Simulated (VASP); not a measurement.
AlRu:

```xyz
2
Lattice="2.9916 0.0000 0.0000 0.0000 2.9916 0.0000 0.0000 0.0000 2.9916" Properties=species:S:1:pos:R:3 pbc="T T T"
Ru    1.4958    1.4958    1.4958
Al    0.0000    0.0000    0.0000
```

```yaml
Program: VASP 6.6.1
Task: relaxation of cell and atoms
Functional: BLYP
Potentials_or_basis: VASP PAW PBE potentials, release 64 (Ru_pv, Al)
Cutoff: 600 eV
k_mesh: 9 × 9 × 9
Occupations: fermi-dirac, width 0.05 eV
Spin: no spin polarisation
```

At the start: pressure 9.7 GPa; volume 13.39 Å³/atom.

Task: Where does the relaxation end?

Result: Over 4 steps the energy falls by 18.9 meV/atom and the volume is 14.04 Å³/atom (+4.9 %); space group Pm-3m (No. 221, to 0.05 Å).

Step by step:
| step | energy change (eV) | largest force (eV/Å) | pressure (GPa) | volume (Å³) |
| --- | --- | --- | --- | --- |
| 1 | 0.0000 | 0.0000 | 9.67 | 26.77 |
| 2 | 0.0305 | 0.0000 | -10.64 | 30.03 |
| 3 | -0.0377 | 0.0000 | -0.20 | 28.11 |
| 4 | -0.0378 | 0.0000 | -0.02 | 28.08 |

Final structure:
```
CELL_PARAMETERS angstrom
3.03939 0.00000 0.00000
0.00000 3.03939 0.00000
0.00000 0.00000 3.03939
ATOMIC_POSITIONS crystal
Ru 0.50000 0.50000 0.50000
Al 0.00000 0.00000 0.00000
```

Caveat: the PAW data sets were made with another functional, which shifts forces and pressure a little.
